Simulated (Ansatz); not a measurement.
# ZnS (F-43m): the equilibrium volume

At what volume is ZnS (F-43m) free of pressure?

Method: DFT PBEsol, scalar-relativistic, plane waves, PAW, in Ansatz 0.2.0.

2 further runs of the same task are left out: 2 set aside as unsound or not needed.

## 1. The starting structure

The structure is cubic, space group F-43m (No. 216). Conventional cell: a = 5.387 Å, b = 5.387 Å, c = 5.387 Å, α = 90.00°, β = 90.00°, γ = 90.00°. Around Zn (site symmetry -43m) lie 4 S at 2.33 Å. S (site symmetry -43m) is surrounded by 4 Zn at 2.33 Å.

As a file:

```
Zn S
1.0
     0.00000    2.69368    2.69368
     2.69368    0.00000    2.69368
     2.69368    2.69368    0.00000
Zn S
1 1
Cartesian
  0.0000 0.0000 0.0000
  1.3468 1.3468 1.3468
```

## 2. The first run (PBEsol, 6×6×6 mesh)

input.yaml

```yaml
crystal:
  lattice:
    - [0.0, 2.6936828773, 2.6936828773]
    - [2.6936828773, 0.0, 2.6936828773]
    - [2.6936828773, 2.6936828773, 0.0]
  atoms:
    - { symbol: Zn, position: [0.0, 0.0, 0.0] }
    - { symbol: S, position: [0.25, 0.25, 0.25] }
basis:
  ecutwfc: 420
kpoints:
  mp_grid: { grid: [6, 6, 6] }
hamiltonian:
  xc: pbesol
scf:
  occupations: { method: gaussian, width: 0.1 }
output:
  forces: true
  stress: true
  eigenvalues: true
```

The run is started by

```console
ansatz run input.yaml --threads 8 --pin off --max-ram 16384MiB --backend cpu --events-out ev --progress --plain --runs-dir out
```

Log, shortened:

```text
Warning: RAYON_NUM_THREADS=8 ignored (pool sized by the plan → 8); use --threads N
[...]
Pseudopotentials: kind: paw
Pseudopotential: Zn, paw, valence charge 12, recommended cutoff 420 eV (normal), Zn.paw.azcp
Pseudopotential: S, paw, valence charge 6, recommended cutoff 420 eV (normal), S.paw.azcp
Functional definition: PBEsol
[...]
Crystal: 2 atoms, lattice volume = 39.090 Å³
Basis set: ecut = 420 eV, 749 PW (Γ), exchange–correlation on 54×54×54 points (8 copies of the dense FFT grid, shifted against one another)
Bands: 13, of which v1, the nominal top of the filled ones, is band 9 counted from 1 (8 counted from 0)
Symmetry: 24 space group operations
Space group: F-43m (ITA 216), of the structure as read, at distance tolerance 3.4e-5 Å
k-points: 16 of 216 (time reversal used)
[...]
SCF iter   1: F=—  HF=-4167.438323 eV  |F-HF|=—  |Δ(HF+E_count)|=         —  Δρ=5.38e-3  dr2=1.33e-2  ethr=1.77e-3  ⟨swp⟩=5.2  Hψ=1212  notcnv=0
[...]
SCF iter   6: F=-4167.434141 eV  HF=-4167.434141 eV  |F-HF|=7.06e-10  |Δ(HF+E_count)|=   1.21e-7  Δρ=4.19e-6  dr2=3.86e-9  ethr=5.29e-10  ⟨swp⟩=2.9  Hψ=833  notcnv=0
[...]
SCF converged after 6 iterations
Free energy (F): -4167.434141 eV
[...]
E sigma→0 (E₀):  -4167.434141 eV
Fermi energy:    6.818107 eV
[...]
--- Forces (eV/Å), atoms counted from 1 ---
  atom   1  Zn     0.00000000     0.00000000    -0.00000000
  atom   2  S     -0.00000000     0.00000000     0.00000000
[...]
--- Stress (GPa, compression-positive) ---
       -1.290004      -0.000000      -0.000000
        0.000000      -1.290004       0.000000
       -0.000000       0.000000      -1.290004
  P = ⅓ Tr σ = -1.2900 GPa (-12.900 kbar)
--- Band table (eV; the first three rows and the last of 16) ---
  k-point 0: bands = ["-7.4093", "-0.6036", "-0.6036", "-0.6036", "-0.0937", "-0.0937", "5.8102", "5.8102", "5.8102", "7.8206", "12.0749", "12.0749", "12.0749"]
[...]
```

It took 0.42 s on 8 threads of Arm Neoverse V2, shared host; peak memory 0.31 GiB.

This gives: volume 19.545 Å³/atom, pressure -1.29 GPa, gap on the mesh 2.01 eV.

## 3. Full relaxation

input.yaml, as its differences from that of step 2:

```diff
@@ -11,3 +11,3 @@
 kpoints:
-  mp_grid: { grid: [6, 6, 6] }
+  mp_grid: { grid: [8, 8, 8] }
 hamiltonian:
@@ -15,3 +15,3 @@
 scf:
-  occupations: { method: gaussian, width: 0.1 }
+  occupations: { method: gaussian, width: 0.02 }
 output:
@@ -20 +20,10 @@
   eigenvalues: true
+  write_density: true
+  write_potential: true
+  elf: true
+  volumetric_format: npy
+relax:
+  adjacent_minimum: "off"
+  f_tol: 0.005
+  max_steps: 80
+  cell: { stress_tol: 0.05 }
```

The run is started by

```console
ansatz run input.yaml --threads 8 --pin off --max-ram 16384MiB --backend cpu --events-out ev --progress --plain --runs-dir out
```

Log:

```text
Warning: RAYON_NUM_THREADS=8 ignored (pool sized by the plan → 8); use --threads N
Engine: ansatz 0.2.0, aarch64-unknown-linux-gnu
Pseudopotentials: kind: paw
Pseudopotential: Zn, paw, valence charge 12, recommended cutoff 420 eV (normal), Zn.paw.azcp
Pseudopotential: S, paw, valence charge 6, recommended cutoff 420 eV (normal), S.paw.azcp
Functional definition: PBEsol
  exchange = pbesol_x
  correlation = pbesol_c
Crystal: 2 atoms, lattice volume = 39.090 Å³
Basis set: ecut = 420 eV, 749 PW (Γ), exchange–correlation on 54×54×54 points (8 copies of the dense FFT grid, shifted against one another)
Bands: 13, of which v1, the nominal top of the filled ones, is band 9 counted from 1 (8 counted from 0)
Symmetry: 24 space group operations
Space group: F-43m (ITA 216), of the structure as read, at distance tolerance 3.4e-5 Å
k-points: 29 of 512 (time reversal used)
Non-local potential: Zn, projectors of the file, l = 0: 2, l = 1: 2, l = 2: 3, l = 3: 1
Non-local potential: S, projectors of the file, l = 0: 2, l = 1: 2, l = 2: 2
PAW form: soft (Blöchl's): semilocal exchange-correlation on the pseudo side does not see the compensation charge
PAW frozen core: Zn, regenerated for the run's functional, and the local potential with it (the file was generated under x = pbe(κ = 0.804, μ = 0.2195149727645171), c = pbe(β = 0.06672455060314922))
PAW frozen core: S, regenerated for the run's functional, and the local potential with it (the file was generated under x = pbe(κ = 0.804, μ = 0.2195149727645171), c = pbe(β = 0.06672455060314922))
PAW one-centre angular grid: Zn, 590 points (default); XC on 64 Gauss nodes
PAW one-centre angular grid: S, 110 points (default); XC on 64 Gauss nodes
Initial density: superposition of atomic densities (neutral atoms: chi_scale 0, normalization atom), corrected by the library's trained network
Initial wavefunctions: pseudopotential atomic-orbital guess
Functional: x = pbesol(κ = 0.804, μ = 0.12345679012345678), c = pbesol(β = 0.046)
SCF iter   1: F=—  HF=-4167.441668 eV  |F-HF|=—  |Δ(HF+E_count)|=         —  Δρ=5.49e-3  dr2=1.40e-2  ethr=1.77e-3  ⟨swp⟩=5.9  Hψ=2270  notcnv=0
preconditioner: auto → none  [insulator: Δε(μ)=1.956 eV  Ē_g=12.141 eV  σ=0.020 eV  W_gap=1.00  n_scr=14 (ndim 8)  ℏωp=25.2 eV  f_vac=0.025  D(μ)=0.00/eV (n_scr^D=0)  ε∞_Penn≈5.3]
SCF iter   2: F=—  HF=-4167.437319 eV  |F-HF|=—  |Δ(HF+E_count)|=   4.35e-3  Δρ=8.97e-4  dr2=1.59e-4  ethr=7.78e-5  ⟨swp⟩=3.0  Hψ=986  notcnv=0
SCF iter   3: F=—  HF=-4167.437351 eV  |F-HF|=—  |Δ(HF+E_count)|=   3.18e-5  Δρ=7.24e-4  dr2=1.11e-4  ethr=8.84e-7  ⟨swp⟩=2.0  Hψ=606  notcnv=0
SCF iter   4: F=—  HF=-4167.437365 eV  |F-HF|=—  |Δ(HF+E_count)|=   1.40e-5  Δρ=2.66e-4  dr2=2.24e-5  ethr=6.16e-7  ⟨swp⟩=2.0  Hψ=609  notcnv=0
SCF iter   5: F=—  HF=-4167.437365 eV  |F-HF|=—  |Δ(HF+E_count)|=   2.05e-7  Δρ=2.34e-5  dr2=1.02e-7  ethr=1.24e-7  ⟨swp⟩=2.0  Hψ=609  notcnv=0
SCF iter   6: F=-4167.437365 eV  HF=-4167.437365 eV  |F-HF|=8.66e-10  |Δ(HF+E_count)|=   1.25e-7  Δρ=4.72e-6  dr2=4.84e-9  ethr=5.56e-10  ⟨swp⟩=8.6  Hψ=2660  notcnv=0
SCF 1 converged in 6 iterations: F = -4167.437365 eV  dr2 = 4.84e-9
relax step   1: F+E_penalty+E_count = -4167.43736514 eV  Δ(F+E_penalty+E_count) = +0.000e0 eV  max|allowed force component| = 2.128e-16 eV/Å  Δτ_max = 0.0000 Å  P = -1.309 GPa  Ω = 39.090 Å³  (6 SCF iters, dr2 threshold 1.00e-7 eV, accepted)
Crystal: 2 atoms, lattice volume = 38.706 Å³
Initial density: handed on by an earlier stage of this run
Initial wavefunctions: those handed on with the density
iter 1 solved again at ethr=4.58e-7 eV; its pass at ethr=3.10e-3 eV (dr2=8.24e-5 eV) is discarded
SCF iter   1: F=—  HF=-4167.439789 eV  |F-HF|=—  |Δ(HF+E_count)|=         —  Δρ=4.96e-4  dr2=7.77e-5  ethr=4.58e-7  ⟨swp⟩=2.0  Hψ=2639  notcnv=0
preconditioner: auto → none  [insulator: Δε(μ)=2.055 eV  Ē_g=12.214 eV  σ=0.020 eV  W_gap=1.00  n_scr=14 (ndim 8)  ℏωp=25.3 eV  f_vac=0.018  D(μ)=0.00/eV (n_scr^D=0)  ε∞_Penn≈5.3]
SCF iter   2: F=—  HF=-4167.439780 eV  |F-HF|=—  |Δ(HF+E_count)|=   8.90e-6  Δρ=1.52e-4  dr2=1.03e-5  ethr=4.32e-7  ⟨swp⟩=2.6  Hψ=598  notcnv=0
SCF iter   3: F=—  HF=-4167.439779 eV  |F-HF|=—  |Δ(HF+E_count)|=   9.17e-7  Δρ=1.62e-4  dr2=5.12e-6  ethr=5.71e-8  ⟨swp⟩=2.0  Hψ=609  notcnv=0
SCF iter   4: F=-4167.439778 eV  HF=-4167.439778 eV  |F-HF|=1.28e-7  |Δ(HF+E_count)|=   1.01e-6  Δρ=1.31e-5  dr2=6.41e-8  ethr=1.11e-9  ⟨swp⟩=6.9  Hψ=2467  notcnv=0
SCF 2 converged in 4 iterations: F = -4167.439778 eV  dr2 = 6.41e-8
relax step   2: F+E_penalty+E_count = -4167.43977803 eV  Δ(F+E_penalty+E_count) = -2.413e-3 eV  max|allowed force component| = 3.238e-17 eV/Å  Δτ_max = 0.0000 Å  P = -0.570 GPa  Ω = 38.706 Å³  energy of the carried Pulay correction = +1.501e-4 eV  (4 SCF iters, dr2 threshold 2.00e-7 eV, accepted)
Crystal: 2 atoms, lattice volume = 38.415 Å³
iter 1 solved again at ethr=2.99e-7 eV; its pass at ethr=3.10e-3 eV (dr2=5.39e-5 eV) is discarded
SCF iter   1: F=—  HF=-4167.440403 eV  |F-HF|=—  |Δ(HF+E_count)|=         —  Δρ=3.86e-4  dr2=4.87e-5  ethr=2.99e-7  ⟨swp⟩=2.0  Hψ=2607  notcnv=0
preconditioner: auto → none  [insulator: Δε(μ)=2.087 eV  Ē_g=12.252 eV  σ=0.020 eV  W_gap=1.00  n_scr=14 (ndim 8)  ℏωp=25.4 eV  f_vac=0.016  D(μ)=0.00/eV (n_scr^D=0)  ε∞_Penn≈5.3]
SCF iter   2: F=—  HF=-4167.440400 eV  |F-HF|=—  |Δ(HF+E_count)|=   3.02e-6  Δρ=1.22e-4  dr2=6.11e-6  ethr=2.70e-7  ⟨swp⟩=3.0  Hψ=638  notcnv=0
SCF iter   3: F=—  HF=-4167.440400 eV  |F-HF|=—  |Δ(HF+E_count)|=   1.45e-7  Δρ=1.27e-4  dr2=3.15e-6  ethr=3.39e-8  ⟨swp⟩=2.0  Hψ=609  notcnv=0
SCF iter   4: F=-4167.440399 eV  HF=-4167.440399 eV  |F-HF|=1.43e-7  |Δ(HF+E_count)|=   5.67e-7  Δρ=1.41e-5  dr2=6.55e-8  ethr=1.11e-9  ⟨swp⟩=6.8  Hψ=2421  notcnv=0
SCF 3 converged in 4 iterations: F = -4167.440399 eV  dr2 = 6.55e-8
relax step   3: F+E_penalty+E_count = -4167.44039905 eV  Δ(F+E_penalty+E_count) = -6.210e-4 eV  max|allowed force component| = 1.018e-16 eV/Å  Δτ_max = 0.0000 Å  P = +0.017 GPa  Ω = 38.415 Å³  energy of the carried Pulay correction = +2.647e-4 eV  (4 SCF iters, dr2 threshold 2.00e-7 eV, accepted)
Initial wavefunctions: pseudopotential atomic-orbital guess (no wavefunctions were taken with the density)
iter 1 solved again at ethr=2.05e-7 eV; its pass at ethr=3.10e-3 eV (dr2=3.69e-5 eV) is discarded
SCF iter   1: F=—  HF=-4167.440152 eV  |F-HF|=—  |Δ(HF+E_count)|=         —  Δρ=1.83e-5  dr2=4.86e-8  ethr=2.05e-7  ⟨swp⟩=3.1  Hψ=3260  notcnv=0
preconditioner: auto → none  [insulator: Δε(μ)=2.086 eV  Ē_g=12.254 eV  σ=0.020 eV  W_gap=1.00  n_scr=14 (ndim 8)  ℏωp=25.4 eV  f_vac=0.018  D(μ)=0.00/eV (n_scr^D=0)  ε∞_Penn≈5.3]
SCF iter   2: F=—  HF=-4167.440158 eV  |F-HF|=—  |Δ(HF+E_count)|=   5.84e-6  Δρ=4.61e-5  dr2=4.04e-7  ethr=2.70e-10  ⟨swp⟩=3.0  Hψ=758  notcnv=0
SCF iter   3: F=—  HF=-4167.440158 eV  |F-HF|=—  |Δ(HF+E_count)|=   4.48e-8  Δρ=7.02e-6  dr2=1.80e-8  ethr=2.70e-10  ⟨swp⟩=2.0  Hψ=632  notcnv=0
SCF iter   4: F=—  HF=-4167.440158 eV  |F-HF|=—  |Δ(HF+E_count)|=   1.76e-8  Δρ=2.15e-6  dr2=1.03e-9  ethr=9.99e-11  ⟨swp⟩=2.0  Hψ=609  notcnv=0
SCF iter   5: F=—  HF=-4167.440158 eV  |F-HF|=—  |Δ(HF+E_count)|=  6.18e-11  Δρ=4.87e-7  dr2=6.91e-11  ethr=5.75e-12  ⟨swp⟩=3.0  Hψ=642  notcnv=0
SCF iter   6: F=-4167.440158 eV  HF=-4167.440158 eV  |F-HF|=2.73e-12  |Δ(HF+E_count)|=  3.55e-11  Δρ=4.35e-8  dr2=4.92e-13  ethr=1.00e-12  ⟨swp⟩=5.2  Hψ=1544  notcnv=0
SCF 4 converged in 6 iterations: F = -4167.440158 eV  dr2 = 4.92e-13
relax step   4: F+E_penalty+E_count = -4167.44015752 eV  Δ(F+E_penalty+E_count) = +2.415e-4 eV  max|allowed force component| = 6.245e-17 eV/Å  Δτ_max = 0.0000 Å  P = +0.015 GPa  Ω = 38.415 Å³  stress off target by 1.55e-2 GPa  SCF on the basis re-selected at this cell (its energy is not comparable with the rows above)  (6 SCF iters)
basis re-selected at this cell: Δ(F+E_penalty+E_count) = +2.415e-4 eV, ΔP = -0.002 GPa vs the last step (what re-selecting the basis moved, of the pressure what is left beyond the Pulay correction that the steps carried, after the strain that the cell walked since its last selection, with what the two solves' SCF thresholds leave and, on support functions, any second-order correction that the steps lacked; it is no measure of the basis error at this ecutwfc). This SCF's stress stands 1.55e-2 GPa from its target on what of the cell is left free (relax.cell.stress_tol is 5.00e-2 GPa) and its largest allowed force component is 6.25e-17 eV/Å (relax.f_tol is 5.00e-3 eV/Å): within both
SCF converged after 6 iterations
Free energy (F): -4167.440158 eV
Harris-Foulkes:  -4167.440158 eV  (|F-HF|=2.73e-12)
Internal energy: -4167.440158 eV  (E = F + TS)
E sigma→0 (E₀):  -4167.440158 eV
Fermi energy:    7.082291 eV
--- Per-component energies (eV) ---
  E_band       = 7.333608
  E_kinetic    = 238.647736
  E_local      = -2024.225969  (includes V_loc(G=0)·N_el)
  E_nonlocal   = 643.840400
  E_hartree    = 845.151458
  E_xc         = -232.138019
  E_vxc        = -140.346210  (∫ρ·V_xc dr)
  E_paw        = -2374.998023  (= ΣΔE_a)
  E_vpaw       = -400.884891  (= ΣTr[D̂ρ^β])
  E_aug_tail   = -0.000370  (compensation charges beyond the density's cutoff)
  E_ewald      = -1264.576676
  E_core_change = 0.859304  (= ΣΔE_core)
  E_smearing   = -0.000000  (= −TS)
  E_closure    = 0.000000  (closes the sum)
  Σ components = -4167.440158   (vs F -4167.440158, Δ=0.00e0)
--- Forces (eV/Å), atoms counted from 1 ---
  atom   1  Zn     0.00000000    -0.00000000    -0.00000000
  atom   2  S     -0.00000000     0.00000000     0.00000000
  max |Σ_I F_I| component: 3.70e-17 eV/Å
--- Stress (GPa, compression-positive) ---
        0.015472      -0.000000      -0.000000
       -0.000000       0.015472       0.000000
       -0.000000       0.000000       0.015472
  P = ⅓ Tr σ = 0.0155 GPa (0.155 kbar)
--- Band table (eV; the first three rows and the last of 29) ---
  k-point 0: bands = ["-7.3064", "-0.4461", "-0.4461", "-0.4461", "0.0854", "0.0854", "6.0391", "6.0391", "6.0391", "8.1253", "12.2908", "12.2908", "12.2908"]
  k-point 1: bands = ["-7.1822", "-0.4489", "-0.4238", "-0.4238", "0.0834", "0.0834", "4.8793", "5.8820", "5.8820", "8.9616", "12.2068", "12.5542", "12.5542"]
  k-point 2: bands = ["-6.8562", "-0.4112", "-0.3751", "-0.3751", "0.0866", "0.0866", "3.1011", "5.5418", "5.5418", "9.4706", "12.8955", "12.9313", "12.9313"]
  k-point 28: bands = ["-5.9673", "-0.3192", "-0.1462", "0.0128", "0.0445", "0.5170", "1.2725", "3.1055", "3.1774", "11.5812", "12.1311", "13.8198", "14.0610"]
--- Relaxed structure (3 steps of the walk, 3 accepted, 1 SCFs on fresh bases) ---
  F+E_penalty+E_count = -4167.44015752 eV   max|allowed force component| = 6.245e-17 eV/Å   (the final SCF, on the basis selected at the relaxed cell)
  cell:  # Å, volume = 38.4148 Å³
    - [8.025210951810553e-34, 2.6780747398523976, 2.6780747398523976]
    - [2.6780747398523976, 2.0763641034049526e-33, 2.6780747398523976]
    - [2.6780747398523976, 2.6780747398523976, 1.936241372500324e-33]
  atoms:
    - { symbol: Zn, position: [-9.830977862497363e-35, 1.9364047304919046e-34, 3.3067834628400215e-34] }
    - { symbol: S, position: [0.25, 0.25, 0.25] }
```

Wall time 1.5 s (8 threads of Arm Neoverse V2, shared host); peak memory 0.37 GiB.

Step by step:

| step | energy from step 1 (meV/atom) | largest force component (eV/Å) | pressure (GPa) | volume (Å³/atom) |
| --- | --- | --- | --- | --- |
| 1 | 0.0 | 0.000 | -1.31 | 19.545 |
| 2 | -1.2 | 0.000 | -0.57 | 19.353 |
| 3 | -1.5 | 0.000 | 0.02 | 19.207 |
| 4 | -1.4 | 0.000 | 0.02 | 19.207 |

Step 1 is the start. Step 4 repeats the geometry before it on a plane-wave basis chosen anew for the final cell, which shifts the energy by +0.1 meV/atom. The run keeps the 24 symmetry operations that it found, so it can't reach a distortion that breaks them.

Read off: volume 19.207 Å³/atom, pressure 0.02 GPa, mesh gap 2.09 eV.

## 4. The cell, before and after

How the cell compares, before and after:

| cell as typed | before | after | change |
| --- | --- | --- | --- |
| a (Å) | 3.809 | 3.787 | -0.6 % |
| b (Å) | 3.809 | 3.787 | -0.6 % |
| c (Å) | 3.809 | 3.787 | -0.6 % |
| volume (Å³/atom) | 19.545 | 19.207 | -1.7 % |
| shortest distance (Å) | 2.333 | 2.319 | -0.6 % |
| space group | F-43m | F-43m | same |

## 5. Results

| quantity | value |
| --- | --- |
| volume | 19.207 Å³/atom |
| pressure | 0.02 GPa |
| conventional cell | a = 5.356 Å, b = 5.356 Å, c = 5.356 Å, α = 90.00°, β = 90.00°, γ = 90.00° |
| gap on the mesh | 2.09 eV |

**Reading.** From the first run shown, the volume went from 19.55 to 19.21 Å³/atom (-1.7 %) in 2 runs, where the pressure is zero within 0.02 GPa.

These are semilocal Kohn-Sham gaps, which aren't the measured quantity. Such gaps usually fall short of the measured ones.
